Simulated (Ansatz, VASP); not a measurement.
# One calculation of AgCl, two programs

The input INCAR:

```
PREC = Accurate
ENCUT = 520
EDIFF = 1E-6
ISMEAR = -1
SIGMA = 0.01
LREAL = F
LASPH = T
NELM = 100
ALGO = Normal
ISIF = 2
LWAVE = F
LCHARG = T
GGA = PS
LELF = T
LVHAR = T
NBANDS = 16
```

KPOINTS

```
regular mesh
0
Gamma
  9 9 9
```

POSCAR

```
AgCl
1.0
    0.0000000000      2.8286130000      2.7731500000
    2.8286130000      0.0000000000      2.7731500000
    2.8286130000      2.8286130000      0.0000000000
Ag Cl
1 1
Direct
    0.5000000000      0.5000000000      0.5000000000
    0.0000000000      0.0000000000      0.0000000000
```

Input for Ansatz:

```yaml
crystal:
  lattice:
    - [0.0, 2.828613, 2.77315]
    - [2.828613, 0.0, 2.77315]
    - [2.828613, 2.828613, 0.0]
  atoms:
    - { symbol: Ag, position: [0.5, 0.5, 0.5] }
    - { symbol: Cl, position: [0.0, 0.0, 0.0] }
kpoints:
  mp_grid: { grid: [9, 9, 9] }
  band_path:
    path:
      - [0.0, 0.0, 0.0]
      - [0.0, 0.5, 0.5]
      - [0.25, 0.75, 0.5]
      - [0.0, 0.5, 0.0]
      - [0.0, 0.0, 0.0]
      - [0.5, 0.5, 0.0]
      - [0.38005, 0.61995, 0.0]
      - [-0.38005, 0.38005, 0.0]
      - [0.0, 0.0, 0.0]
    npoints: 5
scf:
  occupations: { method: fermi_dirac, width: 0.01 }
hamiltonian:
  xc: pbesol
  pseudopotentials: { kind: all_electron, lapw: { basis_error: 0.0005 } }
output:
  forces: true
  stress: true
  eigenvalues: true
```

Change from the starting cell: equal xx and yy strain of +2 %.

Alike in both runs: task single point; functional PBEsol; k mesh 9 × 9 × 9; occupations fermi-dirac, width 0.01 eV; no spin polarisation.

```csv
,VASP,Ansatz
version,VASP 6.6.1,Ansatz 0.2.0
potentials or method,"VASP PAW PBE potentials, release 64 (Ag, Cl)","all-electron LAPW, scalar-relativistic"
plane-wave cutoff (eV),520,see its input
```

```csv
,VASP,Ansatz,Ansatz less VASP
gap on the k mesh at the Fermi level (eV),0.73,0.74,+0.005
pressure (GPa),-4.2,-4.1,+0.09
```

Ansatz ran all-electron here, so the differences hold the error of VASP's frozen core and of both bases.

Caveats: the PAW data sets were made with another functional, which shifts forces and pressure a little (VASP); an odd mesh through Γ misses points on the zone boundary, where band edges often lie.
